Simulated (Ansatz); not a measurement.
**One input, then a changed one: CaSe**

First run: DFT, PBEsol, all-electron LAPW, scalar-relativistic (Ansatz 0.2.0).

Command: `ansatz run input.yaml --threads 1 --pin off --max-ram 2048MiB --backend cpu --events-out ev --progress --plain --runs-dir out` It took 4.4 s on 1 thread of Arm Neoverse V1, on a shared host, peak memory 0.24 GiB.

```yaml
crystal:
  lattice:
    - [0.0, 2.9702381052, 2.9702381052]
    - [2.9702381052, 0.0, 2.9702381052]
    - [2.9702381052, 2.9702381052, 0.0]
  atoms:
    - { symbol: Ca, position: [0.0, 0.0, 0.0] }
    - { symbol: Se, position: [0.5, 0.5, 0.5] }
kpoints:
  mp_grid: { grid: [7, 7, 7] }
scf:
  occupations: { method: fermi_dirac, width: 0.03 }
hamiltonian:
  xc: pbesol
  pseudopotentials: { kind: all_electron, lapw: { basis_error: 0.001 } }
output:
  forces: true
  stress: true
  eigenvalues: true
  populations: true
```

The cell is Materials Project entry mp-1415, used as a structure alone.

It converges in 7 SCF iterations at a pressure of -1.77 GPa.

The input is then changed:

```diff
   occupations: { method: fermi_dirac, width: 0.03 }
+  mixing: { algorithm: anderson, beta: 0.95, ndim: 1, preconditioner: none }
+  max_iter: 100
 hamiltonian:
```

Problem. Does this change harm the result?

Solution. Not here: the run converges in 50 SCF iterations at a pressure of -1.77 GPa, free energy 0.0 meV/atom against the first run's, and its energy lies within 1 meV/atom of the first run's.
